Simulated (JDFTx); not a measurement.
# Nb (Im-3m) in JDFTx: a series of runs

Runs on Nb. Level: LDA. Tasks: equation of state.

All numbers are computed with JDFTx 1.7.0 (patched build); they aren't measurements. Logs are shortened: lines on timing, memory, paths and dates and some standing lists are left out, and cuts for length are marked. The log counts tension as positive stress, the text compression.

## (1) The crystal as given

Symmetry: Im-3m, No. 229, cubic system. The conventional cell has a = 3.328 Å, b = 3.328 Å, c = 3.328 Å, α = 90.00°, β = 90.00°, γ = 90.00°. Nb (site symmetry m-3m) is surrounded by 8 Nb at 2.88 Å.

## (2) Equation of state, LDA, 17.32 Å³/atom (volume scaled by 0.94)

Input file Nb.in:

```
lattice \
   -3.0802201456     3.0802201456     3.0802201456 \
    3.0802201456    -3.0802201456     3.0802201456 \
    3.0802201456     3.0802201456    -3.0802201456
coords-type Cartesian
ion Nb     0.0000000000     0.0000000000     0.0000000000 1

ion-species pseudo/Nb.upf
elec-cutoff 41
elec-ex-corr lda-PW
kpoint-folding 11 11 11
elec-smearing Fermi 0.0018374661
elec-n-bands 12
electronic-SCF nIterations 100 energyDiffThreshold 1e-09
electronic-minimize nIterations 30 energyDiffThreshold 1e-7
forces-output-coords Cartesian

dump-name run.$VAR
dump End Ecomponents EigStats BandEigs Kpoints Forces Stress ElecDensity Dtot KEdensity
```

Potentials or basis: PseudoDojo-SR-LDA-0.4.1-standard.

On the command line:

```console
$ jdftx -c 1 -i Nb.in -o Nb.out
```

Output:

```text
*************** JDFTx 1.7.0 (patched build) ***************

Input parsed successfully to the following command list (including defaults):
[... the input with its defaults ...]

---------- Setting up symmetries ----------

Found 48 point-group symmetries of the bravais lattice
Found 48 space-group symmetries with basis
Applied RMS atom displacement 0 bohrs to make symmetries exact.

---------- Initializing the Grid ----------
R =
[     -3.08022      3.08022      3.08022  ]
[      3.08022     -3.08022      3.08022  ]
[      3.08022      3.08022     -3.08022  ]
unit cell volume = 116.898
G =
[ -6.80428e-18    1.01992    1.01992  ]
[    1.01992 -6.80428e-18    1.01992  ]
[    1.01992    1.01992 -6.80428e-18  ]
Minimum fftbox size, Smin = [  32  32  32  ]
Chosen fftbox size, S = [  32  32  32  ]

---------- Exchange Correlation functional ----------
Initalized Slater LDA exchange.
Initalized Perdew-Wang LDA correlation.

---------- Setting up pseudopotentials ----------
Width of ionic core gaussian charges (only for fluid interactions / plotting) set to 0

Reading pseudopotential file 'pseudo/Nb.upf':
  'Nb' pseudopotential, 'SLA  PW   NOGX NOGC' functional
  Generated using ONCVPSP code by D. R. Hamann
  13 valence electrons, 4 orbitals, 6 projectors, 1001 radial grid points, with lMax = 2
    4S    l: 0   occupation:  2.0   eigenvalue: -2.148500
    4P    l: 1   occupation:  6.0   eigenvalue: -1.271948
    4D    l: 2   occupation:  4.0   eigenvalue: -0.117876
    5S    l: 0   occupation:  1.0   eigenvalue: -0.154161
  Core radius for overlap checks: 1.37 bohrs.

Initialized 1 species with 1 total atoms.

Folded 1 k-points by 11x11x11 to 1331 k-points.

---------- Setting up k-points, bands, fillings ----------
Reduced to 56 k-points under symmetry.
Computing the number of bands and number of electrons
Calculating initial fillings.
nElectrons:  13.000000   nBands: 12   nStates: 56

----- Setting up reduced wavefunction bases (one per k-point) -----
average nbasis = 1465.657 , ideal nbasis = 1465.801

---------- Setting up ewald sum ----------
Optimum gaussian width for ewald sums = 1.923223 bohr.
Real space sum over 2197 unit cells with max indices [  6  6  6  ]
Reciprocal space sum over 2197 terms with max indices [  6  6  6  ]

---------- Allocating electronic variables ----------
Initializing wave functions:  linear combination of atomic orbitals
Note: number of bands (12) exceeds available atomic orbitals (10)
Nb pseudo-atom occupations:   s ( 2 2 )  p ( 6 )  d ( 3 )
	FillingsUpdate:  mu: +0.691088944  nElectrons: 13.000000
LCAOMinimize: Iter:   0  F: -57.5876248084187665  |grad|_K:  3.098e-04  alpha:  1.000e+00
	FillingsUpdate:  mu: +0.689241872  nElectrons: 13.000000
LCAOMinimize: Iter:   1  F: -57.5879076246285351  |grad|_K:  6.885e-06  alpha:  7.385e-01  linmin: -1.881e-02  cgtest:  2.077e-01
LCAOMinimize: Encountered beta<0, resetting CG.
	FillingsUpdate:  mu: +0.689236040  nElectrons: 13.000000
LCAOMinimize: Iter:   2  F: -57.5879078076477811  |grad|_K:  2.046e-07  alpha:  9.581e-01  linmin:  1.857e-02  cgtest: -7.318e-02
	FillingsUpdate:  mu: +0.689237243  nElectrons: 13.000000
LCAOMinimize: Iter:   3  F: -57.5879078077746698  |grad|_K:  2.122e-08  alpha:  7.650e-01  linmin:  4.191e-03  cgtest:  4.204e-02
LCAOMinimize: Converged (|Delta F|<1.000000e-06 for 2 iters).

-------- Electronic minimization -----------
Will mix electronic density at each iteration.
	FillingsUpdate:  mu: +0.689237243  nElectrons: 13.000000
	FillingsUpdate:  mu: +0.682306490  nElectrons: 13.000000
SCF: Cycle:  0   F: -57.605863790892336   dF: -1.796e-02   |Residual|: 1.916e-02   |deigs|: 2.340e-01
	FillingsUpdate:  mu: +0.680646097  nElectrons: 13.000000
SCF: Cycle:  1   F: -57.606138054434155   dF: -2.743e-04   |Residual|: 8.693e-03   |deigs|: 5.360e-03
	FillingsUpdate:  mu: +0.679642994  nElectrons: 13.000000
SCF: Cycle:  2   F: -57.606163072487227   dF: -2.502e-05   |Residual|: 1.593e-03   |deigs|: 1.858e-03
	FillingsUpdate:  mu: +0.679754024  nElectrons: 13.000000
SCF: Cycle:  3   F: -57.606163750670021   dF: -6.782e-07   |Residual|: 2.422e-04   |deigs|: 3.013e-04
	FillingsUpdate:  mu: +0.679726805  nElectrons: 13.000000
SCF: Cycle:  4   F: -57.606163834340165   dF: -8.367e-08   |Residual|: 1.081e-04   |deigs|: 7.246e-05
	FillingsUpdate:  mu: +0.679710495  nElectrons: 13.000000
SCF: Cycle:  5   F: -57.606163844421189   dF: -1.008e-08   |Residual|: 5.386e-05   |deigs|: 4.881e-05
	FillingsUpdate:  mu: +0.679716618  nElectrons: 13.000000
SCF: Cycle:  6   F: -57.606163847380664   dF: -2.959e-09   |Residual|: 1.118e-05   |deigs|: 2.618e-05
	FillingsUpdate:  mu: +0.679715998  nElectrons: 13.000000
SCF: Cycle:  7   F: -57.606163847818266   dF: -4.376e-10   |Residual|: 6.338e-06   |deigs|: 2.091e-05
	FillingsUpdate:  mu: +0.679715128  nElectrons: 13.000000
SCF: Cycle:  8   F: -57.606163847943613   dF: -1.253e-10   |Residual|: 1.764e-06   |deigs|: 1.860e-05
SCF: Converged (|Delta E|<1.000000e-09 for 2 iters).

Setting wave functions to eigenvectors of Hamiltonian

# Stress tensor in Cartesian coordinates [Eh/a0^3]:
[  4.00818e-05            0            0  ]
[            0  4.00818e-05            0  ]
[            0            0  4.00818e-05  ]

# Ionic positions in cartesian coordinates:
ion Nb   0.000000000000000   0.000000000000000   0.000000000000000 1

# Forces in Cartesian coordinates:
force Nb  -0.000000000000000  -0.000000000000000  -0.000000000000000 1

# Energy components:
   Eewald =      -49.9177350883113462
       EH =        7.2211788819685161
     Eloc =      -32.6490092065593132
      Enl =        7.8359744709346053
      Exc =      -13.0482996908684381
 Exc_core =        4.7396131496471821
       KE =       18.2126967522656784
-------------------------------------
     Etot =      -57.6055807309231156
       TS =        0.0005831170204992
-------------------------------------
        F =      -57.6061638479436127

IonicMinimize: Iter:   0  F: -57.606163847943613  |grad|_K:  0.000e+00
IonicMinimize: Converged (|grad|_K<1.000000e-04).

#--- Lowdin population analysis ---
# oxidation-state Nb +0.035

Dumping 'run.eigStats' ...
	eMin: -1.309837 at state 0 ( [ +0.000000 +0.000000 +0.000000 ] spin 0 )
	HOMO: +0.679627 at state 3 ( [ +0.000000 +0.000000 +0.272727 ] spin 0 )
	mu  : +0.679715
	LUMO: +0.680002 at state 18 ( [ +0.090909 +0.090909 +0.272727 ] spin 0 )
	eMax: +1.350074 at state 47 ( [ +0.272727 +0.272727 -0.272727 ] spin 0 )
	HOMO-LUMO gap: +0.000375
	Optical gap  : +0.007272 at state 24 ( [ +0.090909 +0.181818 -0.181818 ] spin 0 )
Done!
```

It took 20 s on 1 thread of Arm Neoverse V1, shared host; peak memory 0.07 GiB.

What came out:

- Free energy: -1567.5436 eV
- Pressure: -1.2 GPa
- Band gap on the k mesh: none (metal or under the smearing width)

## (3) Equation of state, LDA, 17.69 Å³/atom (volume scaled by 0.96)

Nb.in: that of step 2 with these lines changed.

```diff
@@ -1,5 +1,5 @@
 lattice \
-   -3.0802201456     3.0802201456     3.0802201456 \
-    3.0802201456    -3.0802201456     3.0802201456 \
-    3.0802201456     3.0802201456    -3.0802201456
+   -3.1019125514     3.1019125514     3.1019125514 \
+    3.1019125514    -3.1019125514     3.1019125514 \
+    3.1019125514     3.1019125514    -3.1019125514
 coords-type Cartesian
```

Potentials or basis: PseudoDojo-SR-LDA-0.4.1-standard.

On the command line:

```console
$ jdftx -c 1 -i Nb.in -o Nb.out
```

Run time: 20 s. Hardware: 1 thread of Arm Neoverse V1, shared host; peak memory 0.07 GiB.

Results (log left out):

| Quantity | Value |
| --- | --- |
| Free energy | -1567.5367 eV |
| Pressure | -4.9 GPa |
| Band gap on the k mesh | none (metal or under the smearing width) |

## (4) Equation of state, LDA, 18.06 Å³/atom (volume scaled by 0.98)

Nb.in: that of step 3 with these lines changed.

```diff
@@ -1,5 +1,5 @@
 lattice \
-   -3.1019125514     3.1019125514     3.1019125514 \
-    3.1019125514    -3.1019125514     3.1019125514 \
-    3.1019125514     3.1019125514    -3.1019125514
+   -3.1233057277     3.1233057277     3.1233057277 \
+    3.1233057277    -3.1233057277     3.1233057277 \
+    3.1233057277     3.1233057277    -3.1233057277
 coords-type Cartesian
```

On the command line:

```console
$ jdftx -c 1 -i Nb.in -o Nb.out
```

Wall time 20 s (1 thread of Arm Neoverse V1, shared host); peak memory 0.07 GiB.

The run converged. Its results:

```yaml
Free_energy: -1567.5216 eV
Pressure: -8.3 GPa
Band_gap_on_the_k_mesh: none (metal or under the smearing width)
```

## (5) Equation of state, LDA, 18.43 Å³/atom

Nb.in: that of step 4 with these lines changed.

```diff
@@ -1,5 +1,5 @@
 lattice \
-   -3.1233057277     3.1233057277     3.1233057277 \
-    3.1233057277    -3.1233057277     3.1233057277 \
-    3.1233057277     3.1233057277    -3.1233057277
+   -3.1444097851     3.1444097851     3.1444097851 \
+    3.1444097851    -3.1444097851     3.1444097851 \
+    3.1444097851     3.1444097851    -3.1444097851
 coords-type Cartesian
```

On the command line:

```console
$ jdftx -c 1 -i Nb.in -o Nb.out
```

Wall time 20 s (1 thread of Arm Neoverse V1, shared host); peak memory 0.07 GiB.

Results (log left out):

```
Free energy            : -1567.4991 eV
Pressure               : -11.4 GPa
Band gap on the k mesh : none (metal or under the smearing width)
```

## (6) Equation of state, LDA, 18.80 Å³/atom (volume scaled by 1.02)

Nb.in: that of step 5 with these lines changed.

```diff
@@ -1,5 +1,5 @@
 lattice \
-   -3.1444097851     3.1444097851     3.1444097851 \
-    3.1444097851    -3.1444097851     3.1444097851 \
-    3.1444097851     3.1444097851    -3.1444097851
+   -3.1652342979     3.1652342979     3.1652342979 \
+    3.1652342979    -3.1652342979     3.1652342979 \
+    3.1652342979     3.1652342979    -3.1652342979
 coords-type Cartesian
```

Potentials or basis: PseudoDojo-SR-LDA-0.4.1-standard.

On the command line:

```console
$ jdftx -c 1 -i Nb.in -o Nb.out
```

Wall time 20 s (1 thread of Arm Neoverse V1, shared host); peak memory 0.08 GiB.

Results (log left out):

| Property | Result |
| --- | --- |
| Free energy | -1567.4697 eV |
| Pressure | -14.2 GPa |
| Band gap on the k mesh | none (metal or under the smearing width) |

## (7) Equation of state, LDA, 19.17 Å³/atom (volume scaled by 1.04)

Nb.in: that of step 6 with these lines changed.

```diff
@@ -1,5 +1,5 @@
 lattice \
-   -3.1652342979     3.1652342979     3.1652342979 \
-    3.1652342979    -3.1652342979     3.1652342979 \
-    3.1652342979     3.1652342979    -3.1652342979
+   -3.1857883432     3.1857883432     3.1857883432 \
+    3.1857883432    -3.1857883432     3.1857883432 \
+    3.1857883432     3.1857883432    -3.1857883432
 coords-type Cartesian
```

On the command line:

```console
$ jdftx -c 1 -i Nb.in -o Nb.out
```

It took 20 s on 1 thread of Arm Neoverse V1, shared host; peak memory 0.08 GiB.

The run converged. Its results:

- Free energy: -1567.4341 eV
- Pressure: -16.8 GPa
- Band gap on the k mesh: none (metal or under the smearing width)

## (8) Equation of state, LDA, 19.53 Å³/atom (volume scaled by 1.06)

Nb.in: that of step 7 with these lines changed.

```diff
@@ -1,5 +1,5 @@
 lattice \
-   -3.1857883432     3.1857883432     3.1857883432 \
-    3.1857883432    -3.1857883432     3.1857883432 \
-    3.1857883432     3.1857883432    -3.1857883432
+   -3.2060805359     3.2060805359     3.2060805359 \
+    3.2060805359    -3.2060805359     3.2060805359 \
+    3.2060805359     3.2060805359    -3.2060805359
 coords-type Cartesian
```

On the command line:

```console
$ jdftx -c 1 -i Nb.in -o Nb.out
```

Wall time 37 s (1 thread of Arm Neoverse V1, shared host); peak memory 0.08 GiB.

Results (log left out):

| Property | Result |
| --- | --- |
| Free energy | -1567.3928 eV |
| Pressure | -19.1 GPa |
| Band gap on the k mesh | none (metal or under the smearing width) |

## (9) Equation of state, LDA

Potentials or basis: PseudoDojo-SR-LDA-0.4.1-standard.

No new run: the results of the series are fitted here.

What came out:

```
Equilibrium volume : 17.22 Å³/atom (rough: see the caveat)
Bulk modulus       : 187 GPa (rough)
```

Energy against volume, from the lowest point:
```csv
volume (Å³/atom),energy (meV/atom)
17.322,0.00
17.691,6.90
18.060,21.95
18.428,44.49
18.797,73.87
19.165,109.49
19.534,150.76
```

Caveat: the minimum lies outside the volumes run.
